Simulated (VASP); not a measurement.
PtSe2 (Sudovikovite), 3 atoms in the cell. Symmetry: P-3m1, No. 164, trigonal system. Conventional cell: a = 3.724 Å, b = 3.724 Å, c = 5.062 Å, α = 90.00°, β = 90.00°, γ = 120.00°. Pt (site symmetry -3m) has 6 Se at 2.49 Å as nearest neighbours. Around Se (site symmetry 3m) lie 3 Pt at 2.49 Å. 

| Property | Result |
| --- | --- |
| Program | VASP 6.6.1 |
| Task | relaxation of cell and atoms |
| Functional | r2SCAN |
| Potentials or basis | VASP PAW PBE potentials, release 64 (Pt, Se) |
| Cutoff | 600 eV |
| k mesh | 9 × 9 × 5 |
| Occupations | gaussian, width 0.03 eV |
| Spin | no spin polarisation |
| Further INCAR settings | ALGO = Normal; EDIFF = 1e-06; IBRION = 2; EDIFFG = -0.01; NSW = 90; ISIF = 3 |

Potentials or basis: VASP PAW PBE potentials, release 64 (Pt, Se).

Run with:

```console
$ cat potpaw_PBE.64/Pt/POTCAR potpaw_PBE.64/Se/POTCAR > POTCAR
$ mpirun -np 2 vasp_std > vasp.out
```

Hardware: 2 MPI ranks on Intel(R) Xeon(R) Platinum 8259CL CPU @ 2.50GHz (Skylake/Cascade Lake), on a shared host.

Problem. Estimate the wall time of this run.

Solution. Wall time 21 min on 2 MPI ranks on Intel(R) Xeon(R) Platinum 8259CL CPU @ 2.50GHz (Skylake/Cascade Lake), with other jobs on the host, peak memory 0.24 GiB a rank. Counts: scf iterations 176, k points 50, ion steps 20.
